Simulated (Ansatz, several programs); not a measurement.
RbCl built on the rocksalt prototype, relaxed with PBE in Ansatz (plane waves, PAW): space group Fm-3m (No. 225), cubic; conventional cell a = 6.696 Å, 37.53 Å³ an atom. Rb is surrounded by 6 Cl at 3.35 Å; Cl is surrounded by 6 Rb at 3.35 Å. The cell was then scaled with its shape and fractional coordinates held. No spin polarisation and no zero-point or thermal motion.

```
V (Å³/atom)  E (meV/atom)
     35.281          7.06
     36.407          1.72
     37.533          0.00
     39.785          5.11
```

Task: Pass a cubic E = c₀ + c₁u + c₂u² + c₃u³, with u = V − 37.251 Å³, through these points.

Result: c₀ = 0.12, c₁ = -0.784, c₂ = 1.257, c₃ = -0.0674 (meV and Å³).

Task: Where is the minimum, and what bulk modulus follows?

Result: dE/du = 0 at u = +0.320, so V₀ = 37.57 Å³. B = V₀ d²E/dV² = 37.57 × (2c₂ + 6c₃u) = 37.57 × 2.384 = 90 meV/Å³, and 1 meV/Å³ is 0.16022 GPa: 14 GPa. A third-order Birch-Murnaghan fit to all five points gives 37.58 Å³ and 14 GPa.

Task: Predict the energy and the pressure at the withheld volume, 38.659 Å³.

Result: With u = +1.408: E ≈ 1.32 meV and P = −dE/dV ≈ -0.38 GPa. The run gives 1.29 meV and, from its stress, -0.37 GPa.
